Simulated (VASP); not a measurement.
# AgCl (Pm-3m) in VASP: a series of runs

One crystal, AgCl, is run at these levels: PBE; tasks: single point.

All numbers are computed with VASP 6.6.1; they aren't measurements. Logs are shortened: lines on timing, memory, paths and dates and some standing lists are left out, and cuts for length are marked.

## (1) Starting point

Symmetry: Pm-3m, No. 221, cubic system. Conventional cell: a = 3.434 Å, b = 3.434 Å, c = 3.434 Å, α = 90.00°, β = 90.00°, γ = 90.00°. Ag (site symmetry m-3m) has 8 Cl at 2.97 Å as nearest neighbours. Cl (site symmetry m-3m) has 8 Ag at 2.97 Å as nearest neighbours.

Measurements of this composition are mostly on another form, of space group No. 225.

## (2) Single point, PBE

Contents of INCAR:

```
PREC     = Accurate       # precision mode
ENCUT    = 400            # plane-wave cutoff, eV
EDIFF    = 1E-6           # SCF threshold, eV
ISMEAR   = 0              # smearing method
SIGMA    = 0.05           # smearing width, eV
LREAL    = F              # projectors in reciprocal space
LASPH    = T              # aspherical terms in the spheres
NELM     = 100            # most SCF steps
ALGO     = Normal         # electronic algorithm
ISIF     = 2              # what is computed and relaxed
LWAVE    = F              # write WAVECAR
LCHARG   = F              # write CHGCAR
GGA      = PE             # functional
ADDGRID  = F
```

Contents of KPOINTS:

```
Automatic mesh
0
Gamma
  4 4 4
```

Contents of POSCAR:

```
AgCl
1.0
    3.4339730000      0.0000000000      0.0000000000
    0.0000000000      3.4339730000      0.0000000000
    0.0000000000      0.0000000000      3.4339730000
Ag Cl
1 1
Direct
    0.0000000000      0.0000000000      0.0000000000
    0.5000000000      0.5000000000      0.5000000000
```

Potentials or basis: VASP PAW PBE potentials, release 64 (Ag, Cl).

Run with:

```bash
$ cat potpaw_PBE.64/Ag/POTCAR potpaw_PBE.64/Cl/POTCAR > POTCAR
$ mpirun -np 1 vasp_std > vasp.out
```

OUTCAR:

```text
PREC = Accurate
   ENCUT = 400
   EDIFF = 1E-6
   ISMEAR = 0
   LREAL = F
   LASPH = T
   NELM = 100
   ISIF = 2
   GGA = PE

 Found     10 irreducible k-points:

 Following reciprocal coordinates:
            Coordinates               Weight
  0.000000  0.000000  0.000000      1.000000
  0.250000  0.000000  0.000000      6.000000
  0.500000  0.000000  0.000000      3.000000
  0.250000  0.250000  0.000000     12.000000
  0.500000  0.250000  0.000000     12.000000
  0.500000  0.500000  0.000000      3.000000
   k-points           NKPTS =     10   k-points in BZ     NKDIM =     10   number of bands    NBANDS=     13
   number of dos      NEDOS =    301   number of ions     NIONS =      2
   total plane-waves  NPLWV =  13824
   dimension x,y,z NGX =    24 NGY =   24 NGZ =   24
   dimension x,y,z NGXF=    48 NGYF=   48 NGZF=   48
   ions per type =               1   1
   NGX,Y,Z   is equivalent  to a cutoff of  11.62, 11.62, 11.62 a.u.
   NGXF,Y,Z  is equivalent  to a cutoff of  23.24, 23.24, 23.24 a.u.
 SYSTEM =  unknown system
   PREC   = accura    normal or accurate (medium, high low for compatibility)
   ISTART =      0    job   : 0-new  1-cont  2-samecut
   ICHARG =      2    charge: 1-file 2-atom 10-const
   ISPIN  =      1    spin polarized calculation?
   LNONCOLLINEAR =      F non collinear calculations
   LSORBIT =      F    spin-orbit coupling
   LASPH  =      T    aspherical Exc in radial PAW
   ENCUT  =  400.0 eV  29.40 Ry    5.42 a.u.   5.60  5.60  5.60*2*pi/ulx,y,z
   NELM   =    100;   NELMIN=  2; NELMDL= -5     # of ELM steps
   EDIFF  = 0.1E-05   stopping-criterion for ELM
   LREAL  =      F    real-space projection
   EDIFFG = 0.1E-04   stopping-criterion for IOM
   NSW    =      0    number of steps for IOM
   IBRION =     -1    ionic relax: 0-MD 1-quasi-New 2-CG
   NFREE  =      0    steps in history (QN), initial steepest desc. (CG)
   ISIF   =      2    stress and relaxation
   ISYM   =      2    0-nonsym 1-usesym 2-fastsym
   POTIM  = 0.5000    time-step for ionic-motion
   TEBEG  =    0.0;   TEEND  =   0.0 temperature during run
   PSTRESS=    0.0 pullay stress
   NELECT =      18.0000    total number of electrons
   NUPDOWN=      -1.0000    fix difference up-down
   EMIN   =  10.00;   EMAX   =-10.00  energy-range for DOS
   EFERMI =   0.00;   METHOD = LEGACY
   ISMEAR =     0;   SIGMA  =   0.05  broadening in eV -4-tet -1-fermi 0-gaus
   EFERMI_NEDOS =   21; number of points for ismear=-14 and -15
   IALGO  =     38    algorithm
   IMIX   =      4    mixing-type and parameters
     AMIX     =   0.40;   BMIX     =  1.00
     AMIX_MAG =   1.60;   BMIX_MAG =  1.00
  volume/ion in A,a.u.               =      20.25       136.63
  Fermi-wavevector in a.u.,A,eV,Ry     =   1.249402  2.361027 21.238760  1.561005
  Thomas-Fermi vector in A             =   2.383444
   LORBIT       =      0    0 simple, 1 ext, 2 COOP (PROOUT), +10 PAW based schemes
   GGA     = PE    functional components
   LHFCALC =     F    Hartree Fock is set to
   AEXX    =    0.0000 exact exchange contribution
   IVDW    =     0    specifies the selected vdW correction
   LEPSILON=     F    determine dielectric tensor
   LRPA    =     F    only Hartree local field effects (RPA)
 non-spin polarized calculation
 Gauss-broadening in eV      SIGMA  =   0.05
  energy-cutoff  :      400.00
  volume of cell :       40.49
 maximum number of plane-waves:       756
 NGX is ok and might be reduce to    24
   NGX = 11   NGY = 11   NGZ = 11

 number of electron      17.9999990 magnetization

 Free energy of the ion-electron system (eV)
  ---------------------------------------------------
  ext. energy  EPLUGINS =         0.00000000
  ---------------------------------------------------
  free energy    TOTEN  =        -5.09511310 eV

  energy without entropy =       -5.09511310  energy(sigma->0) =       -5.09511310

 E-fermi :   4.1745     XC(G=0): -10.3807

 val. band max:        3.9007806693   @ k =   0.5000   0.0000   0.0000
 cond. band min:       4.4612597063   @ k =   0.0000   0.0000   0.0000
 fundamental gap:      0.5604790370
 Fermi energy:         4.1744898850

 k-point     1 :       0.0000    0.0000    0.0000
  band No.  band energies     occupation
      1     -10.6591      2.00000
      2       1.1638      2.00000
      3       1.1638      2.00000
      4       2.1011      2.00000
      5       2.1011      2.00000
      6       2.1011      2.00000
      7       2.4080      2.00000
      8       2.4080      2.00000
      9       2.4080      2.00000
     10       4.4613      0.00000
     11      13.3313      0.00000
     12      13.3313      0.00000
     13      17.5472      0.00000

 k-point     2 :       0.2500    0.0000    0.0000
  band No.  band energies     occupation
      1     -10.4388      2.00000
      2       0.0445      2.00000
      3       1.2350      2.00000
      4       1.3693      2.00000
      5       1.3693      2.00000
      6       2.0210      2.00000
      7       2.1261      2.00000
      8       3.3391      2.00000
      9       3.3391      2.00000
     10       6.3840      0.00000
     11      12.5158      0.00000
     12      13.3271      0.00000
     13      15.3124      0.00000

 k-point     3 :       0.5000    0.0000    0.0000
  band No.  band energies     occupation
      1     -10.1939      2.00000
      2      -1.1036      2.00000
      3       1.0417      2.00000
      4       1.0417      2.00000
      5       1.3081      2.00000
      6       2.1511      2.00000
      7       2.4638      2.00000
      8       3.9008      2.00000
      9       3.9008      2.00000
     10       8.8026      0.00000
     11       9.4042      0.00000
     12      13.3211      0.00000
     13      13.9143      0.00000

 k-point     4 :       0.2500    0.2500    0.0000
  band No.  band energies     occupation
      1     -10.2525      2.00000
      2       0.0878      2.00000
      3       0.7432      2.00000
      4       1.4139      2.00000
      5       1.4922      2.00000
      6       1.9590      2.00000
      7       2.3113      2.00000
      8       2.3606      2.00000
      9       3.4832      2.00000
     10       7.5989      0.00000
     11      11.6908      0.00000
     12      13.4322      0.00000
     13      14.7843      0.00000

 k-point     5 :       0.5000    0.2500    0.0000
  band No.  band energies     occupation
      1     -10.0492      2.00000
      2      -0.5337      2.00000
      3       0.7524      2.00000
      4       1.3484      2.00000
      5       1.4767      2.00000
      6       1.9787      2.00000
      7       2.4173      2.00000
      8       2.5555      2.00000
      9       3.5495      2.00000
     10       7.9393      0.00000
     11      10.6653      0.00000
     12      13.4110      0.00000
     13      14.6984      0.00000

 k-point     6 :       0.5000    0.5000    0.0000
  band No.  band energies     occupation
      1      -9.8944      2.00000
      2       0.3385      2.00000
      3       0.3385      2.00000
      4       1.3999      2.00000
      5       1.7904      2.00000
      6       1.8167      2.00000
      7       1.8167      2.00000
      8       2.3967      2.00000
      9       3.0340      2.00000
     10       6.6909      0.00000
     11      12.8247      0.00000
     12      12.8247      0.00000
     13      14.5179      0.00000

 [... further k-points ...]

------------------------ aborting loop because EDIFF is reached ----------------------------------------

  FORCE on cell =-STRESS in cart. coord.  units (eV):
  Direction    XX          YY          ZZ          XY          YZ          ZX
  --------------------------------------------------------------------------------------
  -------------------------------------------------------------------------------------
  Total       -0.0488174     -0.0488174     -0.0488174      0.0000000     -0.0000000      0.0000000
  in kB       -1.9315003     -1.9315003     -1.9315003      0.0000000     -0.0000000      0.0000000
  external PRESSURE =      -1.9315003 kB  Pullay stress =       0.0000000 kB

 VOLUME and BASIS-vectors are now :
 -----------------------------------------------------------------------------
  energy-cutoff  :      400.00
  volume of cell :       40.49
      direct lattice vectors                 reciprocal lattice vectors
     3.433973000  0.000000000  0.000000000     0.291207881  0.000000000  0.000000000
     0.000000000  3.433973000  0.000000000     0.000000000  0.291207881  0.000000000
     0.000000000  0.000000000  3.433973000     0.000000000  0.000000000  0.291207881

 POSITION                                       TOTAL-FORCE (eV/Angst)
 -----------------------------------------------------------------------------------
      0.00000      0.00000      0.00000         0.000000      0.000000      0.000000
      1.71699      1.71699      1.71699         0.000000      0.000000      0.000000
 -----------------------------------------------------------------------------------
    total drift:                               -0.000000      0.000000     -0.000000

  FREE ENERGIE OF THE ION-ELECTRON SYSTEM (eV)
  ---------------------------------------------------
  free  energy   TOTEN  =        -5.0951131038 eV

  energy  without entropy=       -5.0951131038  energy(sigma->0) =       -5.09511310
```

Wall time 3.4 s (1 thread of AMD EPYC 9R45 (Zen 5), shared host); peak memory 0.1 GiB.

The run converged, but some of its settings lie outside the range that counts as converged, so its numbers aren't taken as properties of the crystal.

Results:

- Free energy: -5.0951 eV
- Pressure: -0.2 GPa
- Band gap on the k mesh: 0.56 eV, indirect (least direct gap 2.05 eV)

Caveat: the k mesh is coarse (spacing up to 0.46 Å⁻¹), so the values aren't converged.

## (3) Single point, PBE

Changes to INCAR since step 2:

```diff
@@ -1,3 +1,3 @@
 PREC     = Accurate       # precision mode
-ENCUT    = 400            # plane-wave cutoff, eV
+ENCUT    = 460            # plane-wave cutoff, eV
 EDIFF    = 1E-6           # SCF threshold, eV
```

KPOINTS is that of step 2.

POSCAR is that of step 2.

Potentials or basis: VASP PAW PBE potentials, release 64 (Ag, Cl).

Run with:

```bash
$ cat potpaw_PBE.64/Ag/POTCAR potpaw_PBE.64/Cl/POTCAR > POTCAR
$ mpirun -np 1 vasp_std > vasp.out
```

OUTCAR:

```text
PREC = Accurate
   ENCUT = 460
   EDIFF = 1E-6
   ISMEAR = 0
   LREAL = F
   LASPH = T
   NELM = 100
   ISIF = 2
   GGA = PE

 Found     10 irreducible k-points:

 Following reciprocal coordinates:
            Coordinates               Weight
  0.000000  0.000000  0.000000      1.000000
  0.250000  0.000000  0.000000      6.000000
  0.500000  0.000000  0.000000      3.000000
  0.250000  0.250000  0.000000     12.000000
  0.500000  0.250000  0.000000     12.000000
[... 171 lines left out ...]
 [... further k-points ...]

------------------------ aborting loop because EDIFF is reached ----------------------------------------

  FORCE on cell =-STRESS in cart. coord.  units (eV):
  Direction    XX          YY          ZZ          XY          YZ          ZX
  --------------------------------------------------------------------------------------
  -------------------------------------------------------------------------------------
  Total       -0.0026585     -0.0026585     -0.0026585     -0.0000000      0.0000000     -0.0000000
  in kB       -0.1051876     -0.1051876     -0.1051876     -0.0000000      0.0000000     -0.0000000
  external PRESSURE =      -0.1051876 kB  Pullay stress =       0.0000000 kB

 VOLUME and BASIS-vectors are now :
 -----------------------------------------------------------------------------
  energy-cutoff  :      460.00
  volume of cell :       40.49
      direct lattice vectors                 reciprocal lattice vectors
     3.433973000  0.000000000  0.000000000     0.291207881  0.000000000  0.000000000
     0.000000000  3.433973000  0.000000000     0.000000000  0.291207881  0.000000000
     0.000000000  0.000000000  3.433973000     0.000000000  0.000000000  0.291207881

 POSITION                                       TOTAL-FORCE (eV/Angst)
 -----------------------------------------------------------------------------------
      0.00000      0.00000      0.00000         0.000000      0.000000      0.000000
      1.71699      1.71699      1.71699         0.000000      0.000000      0.000000
 -----------------------------------------------------------------------------------
    total drift:                                0.000000      0.000000     -0.000000

  FREE ENERGIE OF THE ION-ELECTRON SYSTEM (eV)
  ---------------------------------------------------
  free  energy   TOTEN  =        -5.0956032617 eV

  energy  without entropy=       -5.0956032617  energy(sigma->0) =       -5.09560326
```

OSZICAR:

```text
N       E                     dE             d eps       ncg     rms          rms(c)
DAV:   1     0.949757669251E+02    0.94976E+02   -0.82067E+03   284   0.114E+03
DAV:   2    -0.118247375697E+01   -0.96158E+02   -0.89536E+02   305   0.241E+02
DAV:   3    -0.537312138525E+01   -0.41906E+01   -0.41751E+01   295   0.531E+01
DAV:   4    -0.540732046791E+01   -0.34199E-01   -0.34197E-01   305   0.547E+00
DAV:   5    -0.540776575744E+01   -0.44529E-03   -0.44528E-03   310   0.610E-01    0.526E+00
DAV:   6    -0.511050698163E+01    0.29726E+00   -0.53178E-01   322   0.103E+01    0.358E+00
DAV:   7    -0.509920503175E+01    0.11302E-01   -0.13991E-01   260   0.301E+00    0.201E+00
DAV:   8    -0.509583388335E+01    0.33711E-02   -0.73545E-03   275   0.990E-01    0.393E-01
DAV:   9    -0.509556010592E+01    0.27378E-03   -0.69430E-04   300   0.418E-01    0.553E-02
DAV:  10    -0.509559716701E+01   -0.37061E-04   -0.13104E-04   275   0.133E-01    0.437E-02
DAV:  11    -0.509560348282E+01   -0.63158E-05   -0.46499E-06   290   0.216E-02    0.649E-03
DAV:  12    -0.509560326167E+01    0.22115E-06   -0.48322E-07   160   0.815E-03
   1 F= -.50956033E+01 E0= -.50956033E+01  d E =-.222878E-15
```

Wall time 3.4 s (1 thread of AMD EPYC 9R45 (Zen 5), shared host); peak memory 0.1 GiB.

These settings aren't checked as converged: the numbers below hold their error.

Results:

| Property | Result |
| --- | --- |
| Free energy | -5.0956 eV |
| Pressure | 0.0 GPa |
| Band gap on the k mesh | 0.56 eV, indirect (least direct gap 2.05 eV) |

Caveat: the k mesh is coarse (spacing up to 0.46 Å⁻¹), so the values aren't converged.

## (4) Single point, PBE

Changes to INCAR since step 3:

```diff
@@ -4,3 +4,3 @@
 ISMEAR   = 0              # smearing method
-SIGMA    = 0.05           # smearing width, eV
+SIGMA    = 0.2            # smearing width, eV
 LREAL    = F              # projectors in reciprocal space
```

KPOINTS is that of step 3.

POSCAR is that of step 3.

Run with:

```bash
$ cat potpaw_PBE.64/Ag/POTCAR potpaw_PBE.64/Cl/POTCAR > POTCAR
$ mpirun -np 1 vasp_std > vasp.out
```

Wall time 3.5 s (1 thread of AMD EPYC 9R45 (Zen 5), shared host); peak memory 0.1 GiB.

These settings aren't checked as converged: the numbers below hold their error.

What came out:

```
Free energy            : -5.0958 eV
Pressure               : 0.0 GPa
Band gap on the k mesh : 0.56 eV, indirect (least direct gap 2.06 eV)
```

Caveat: the k mesh is coarse (spacing up to 0.46 Å⁻¹), so the values aren't converged.

## (5) Single point, PBE

Changes to INCAR since step 4:

```diff
@@ -4,3 +4,3 @@
 ISMEAR   = 0              # smearing method
-SIGMA    = 0.2            # smearing width, eV
+SIGMA    = 0.01           # smearing width, eV
 LREAL    = F              # projectors in reciprocal space
```

KPOINTS is that of step 4.

POSCAR is that of step 4.

Potentials or basis: VASP PAW PBE potentials, release 64 (Ag, Cl).

Run with:

```bash
$ cat potpaw_PBE.64/Ag/POTCAR potpaw_PBE.64/Cl/POTCAR > POTCAR
$ mpirun -np 1 vasp_std > vasp.out
```

OUTCAR:

```text
PREC = Accurate
   ENCUT = 460
   EDIFF = 1E-6
   ISMEAR = 0
   LREAL = F
   LASPH = T
   NELM = 100
   ISIF = 2
   GGA = PE

 Found     10 irreducible k-points:

 Following reciprocal coordinates:
            Coordinates               Weight
  0.000000  0.000000  0.000000      1.000000
  0.250000  0.000000  0.000000      6.000000
  0.500000  0.000000  0.000000      3.000000
  0.250000  0.250000  0.000000     12.000000
  0.500000  0.250000  0.000000     12.000000
[... 171 lines left out ...]
 [... further k-points ...]

------------------------ aborting loop because EDIFF is reached ----------------------------------------

  FORCE on cell =-STRESS in cart. coord.  units (eV):
  Direction    XX          YY          ZZ          XY          YZ          ZX
  --------------------------------------------------------------------------------------
  -------------------------------------------------------------------------------------
  Total       -0.0026585     -0.0026585     -0.0026585      0.0000000     -0.0000000      0.0000000
  in kB       -0.1051862     -0.1051862     -0.1051862      0.0000000     -0.0000000      0.0000000
  external PRESSURE =      -0.1051862 kB  Pullay stress =       0.0000000 kB

 VOLUME and BASIS-vectors are now :
 -----------------------------------------------------------------------------
  energy-cutoff  :      460.00
  volume of cell :       40.49
      direct lattice vectors                 reciprocal lattice vectors
     3.433973000  0.000000000  0.000000000     0.291207881  0.000000000  0.000000000
     0.000000000  3.433973000  0.000000000     0.000000000  0.291207881  0.000000000
     0.000000000  0.000000000  3.433973000     0.000000000  0.000000000  0.291207881

 POSITION                                       TOTAL-FORCE (eV/Angst)
 -----------------------------------------------------------------------------------
      0.00000      0.00000      0.00000         0.000000      0.000000      0.000000
      1.71699      1.71699      1.71699         0.000000      0.000000      0.000000
 -----------------------------------------------------------------------------------
    total drift:                                0.000000      0.000000     -0.000000

  FREE ENERGIE OF THE ION-ELECTRON SYSTEM (eV)
  ---------------------------------------------------
  free  energy   TOTEN  =        -5.0956032617 eV

  energy  without entropy=       -5.0956032617  energy(sigma->0) =       -5.09560326
```

OSZICAR:

```text
N       E                     dE             d eps       ncg     rms          rms(c)
DAV:   1     0.949757669251E+02    0.94976E+02   -0.82067E+03   284   0.114E+03
DAV:   2    -0.118247375731E+01   -0.96158E+02   -0.89536E+02   305   0.241E+02
DAV:   3    -0.537312138525E+01   -0.41906E+01   -0.41751E+01   295   0.531E+01
DAV:   4    -0.540732046791E+01   -0.34199E-01   -0.34197E-01   305   0.547E+00
DAV:   5    -0.540776575744E+01   -0.44529E-03   -0.44528E-03   310   0.610E-01    0.526E+00
DAV:   6    -0.511050698157E+01    0.29726E+00   -0.53178E-01   322   0.103E+01    0.358E+00
DAV:   7    -0.509920503173E+01    0.11302E-01   -0.13991E-01   260   0.301E+00    0.201E+00
DAV:   8    -0.509583388331E+01    0.33711E-02   -0.73545E-03   275   0.990E-01    0.393E-01
DAV:   9    -0.509556010579E+01    0.27378E-03   -0.69430E-04   300   0.418E-01    0.553E-02
DAV:  10    -0.509559716707E+01   -0.37061E-04   -0.13104E-04   275   0.133E-01    0.437E-02
DAV:  11    -0.509560348278E+01   -0.63157E-05   -0.46499E-06   290   0.216E-02    0.649E-03
DAV:  12    -0.509560326170E+01    0.22108E-06   -0.48294E-07   160   0.815E-03
   1 F= -.50956033E+01 E0= -.50956033E+01  d E =-.802484E-36
```

stdout:

```text
POSCAR found type information on POSCAR AgCl
 POSCAR found :  2 types and       2 ions
 scaLAPACK will be used
 LDA part: xc-table for (Slater+PW92), standard interpolation
 POSCAR, INCAR and KPOINTS ok, starting setup
 FFT: planning ... GRIDC
 FFT: planning ... GRID_SOFT
 FFT: planning ... GRID
 WAVECAR not read
 entering main loop
```

It took 3.6 s on 1 thread of AMD EPYC 9R45 (Zen 5), shared host; peak memory 0.1 GiB.

The run converged, but some of its settings lie outside the range that counts as converged, so its numbers aren't taken as properties of the crystal.

Results:

| Quantity | Value |
| --- | --- |
| Free energy | -5.0956 eV |
| Pressure | 0.0 GPa |
| Band gap on the k mesh | 0.56 eV, indirect (least direct gap 2.05 eV) |

Caveat: the k mesh is coarse (spacing up to 0.46 Å⁻¹), so the values aren't converged.
